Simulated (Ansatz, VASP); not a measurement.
## Cu in VASP and in Ansatz

The input INCAR:

```
SYSTEM = Cu
  PREC = Accurate
  ENCUT = 520
  EDIFF = 1E-6
  ISMEAR = -1
  SIGMA = 0.1
  LREAL = .False.
  LASPH = .True.
  NELM = 80
  ALGO = Normal
  ISIF = 2
  LWAVE = .False.
  LCHARG = .False.
  GGA = CA
  NBANDS = 12
```

Contents of KPOINTS:

```
Automatic mesh
0
Gamma
  18 18 18
  0 0 0
```

The input POSCAR:

```
Cu
1.0
   -1.3978609273      1.3978609273      1.3978609273
    1.3978609273     -1.3978609273      1.3978609273
    1.3978609273      1.3978609273     -1.3978609273
Cu
1
Direct
    0.0000000000      0.0000000000      0.0000000000
```

Input for Ansatz:

```yaml
crystal:
  lattice:
    - [-1.3978609273, 1.3978609273, 1.3978609273]
    - [1.3978609273, -1.3978609273, 1.3978609273]
    - [1.3978609273, 1.3978609273, -1.3978609273]
  atoms:
    - { symbol: Cu, position: [0.0, 0.0, 0.0] }
hamiltonian:
  xc: lda
  pseudopotentials:
    kind: paw
    azcp:
      Cu: "pseudopotentials/Cu.paw.azcp"
basis:
  ecutwfc: 420
  fft_grid_basis: typed
kpoints:
  mp_grid: { grid: [18, 18, 18], shift: [0, 0, 0] }
magnetization:
  spin_polarized: false
scf:
  occupations: { method: fermi_dirac, width: 0.1 }
  lower_state_search: "off"
output:
  stress: true
```

Alike in both runs: task single point; functional LDA; k mesh 18 × 18 × 18; occupations fermi-dirac, width 0.1 eV; no spin polarisation.

|  | VASP | Ansatz |
| --- | --- | --- |
| version | VASP 6.6.1 | Ansatz 0.2.0 |
| potentials or method | VASP PAW LDA potentials, release 64 (Cu) | plane waves (420 eV) with PAW, scalar-relativistic |
| plane-wave cutoff (eV) | 520 | 420 |
| valence electrons in the cell | 11 | 19 |

Ansatz gave:

| Property | Result |
| --- | --- |
| pressure (GPa) | 0.1 |

Task: What did VASP give for the same quantities?

Result: Pressure (GPa): 0.9.

The two sets of potentials don't hold the same shells in valence. Ansatz warned: «pseudo_functional_mismatch».
